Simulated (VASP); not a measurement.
A run of VASP 6.6.1 is set up as follows.

Contents of INCAR:

```
SYSTEM = Ru
PREC     = Accurate       ! precision mode
ENCUT    = 520            ! plane-wave cutoff, eV
EDIFF    = 1E-7           ! SCF threshold, eV
ISMEAR   = -1             ! smearing method
SIGMA    = 0.05           ! smearing width, eV
LREAL    = .False.        ! projectors in reciprocal space
LASPH    = .True.         ! aspherical terms in the spheres
NELM     = 80             ! most SCF steps
ALGO     = Normal         ! electronic algorithm
ISIF     = 2              ! what is computed and relaxed
LWAVE    = .False.        ! write WAVECAR
LCHARG   = .False.        ! write CHGCAR
GGA      = PE             ! functional
NBANDS   = 21             ! bands
```

File KPOINTS:

```
Automatic mesh
0
Gamma
  11 11 6
  0 0 0
```

Contents of POSCAR:

```
Ru
1.0
    2.7058000000      0.0000000000      0.0000000000
   -1.3529000000      2.3432915376      0.0000000000
    0.0000000000      0.0000000000      4.2819000000
Ru
2
Direct
    0.6666666667      0.3333333333      0.7500000000
    0.3333333333      0.6666666667      0.2500000000
```

Potentials or basis: VASP PAW PBE potentials, release 64 (Ru_pv).

Run with:

```bash
$ cat potpaw_PBE.64/Ru_pv/POTCAR > POTCAR
$ mpirun -np 1 vasp_std > vasp.out
```

**Question.** What does it give for the band gap on the k mesh?

**Answer.** None (metal or under the smearing width).

**Question.** What does it give for the pressure?

**Answer.** 4.5 GPa.
